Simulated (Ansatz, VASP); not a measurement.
# CoSi in VASP and in Ansatz

Contents of INCAR:

```
ALGO = Normal
EDIFF = 1E-7
ENCUT = 520
GGA = PE
ISIF = 2
ISMEAR = -1
ISPIN = 2
LASPH = T
LCHARG = F
LMAXMIX = 4
LORBIT = 11
LREAL = F
LWAVE = F
MAGMOM = 2 0
NBANDS = 18
NELM = 150
PREC = Accurate
SIGMA = 0.05
```

File KPOINTS:

```
k-points
0
Gamma
  10 10 10
```

File POSCAR:

```
CoSi
1.0
    2.8358838098      0.0000000000      0.0000000000
    0.0000000000      2.8358838098      0.0000000000
    0.0000000000      0.0000000000      2.8358838098
Co Si
1 1
Direct
    0.0000000000      0.0000000000      0.0000000000
    0.5000000000      0.5000000000      0.5000000000
```

Contents of input.yaml:

```yaml
crystal:
  lattice:
    - [2.8358838098, 0.0, 0.0]
    - [0.0, 2.8358838098, 0.0]
    - [0.0, 0.0, 2.8358838098]
  atoms:
    - { symbol: Co, position: [0.0, 0.0, 0.0], spin: 2.0 }
    - { symbol: Si, position: [0.5, 0.5, 0.5] }
hamiltonian:
  xc: pbe
  pseudopotentials: { kind: paw }
magnetization:
  spin_polarized: true
kpoints:
  mp_grid: { grid: [10, 10, 10] }
scf:
  occupations: { method: fermi_dirac, width: 0.05 }
output:
  forces: true
  stress: true
  eigenvalues: true
  write_density: true
  write_potential: true
  elf: true
  volumetric_format: npy
```

Change from the starting cell: volume scaled by 1.06.

Alike in both runs: task single point; functional PBE; k mesh 10 × 10 × 10; occupations fermi-dirac, width 0.05 eV; collinear spin, ferromagnetic start.

|  | VASP | Ansatz |
| --- | --- | --- |
| version | VASP 6.6.1 | Ansatz 0.2.0 |
| potentials or method | VASP PAW PBE potentials, release 64 (Co, Si) | Ansatz PAW |
| plane-wave cutoff (eV) | 520 | 420 |
| valence electrons in the cell | 13 | 21 |

```csv
,VASP,Ansatz,Ansatz less VASP
gap on the k mesh at the Fermi level (eV),none,none,-
pressure (GPa),-10.5,-10.3,+0.17
net moment per atom (μB),0.29,0.30,+0.008
size of the moment on the site where the two differ most (μB),0.59,0.61,+0.023
```

Site moments also hang on the region over which each program counts them. A gap of «none» marks a metal or a gap that the smearing closes. The functional is the same, so the differences come from potentials, cutoffs and numerics. The two sets of potentials don't hold the same shells in valence.
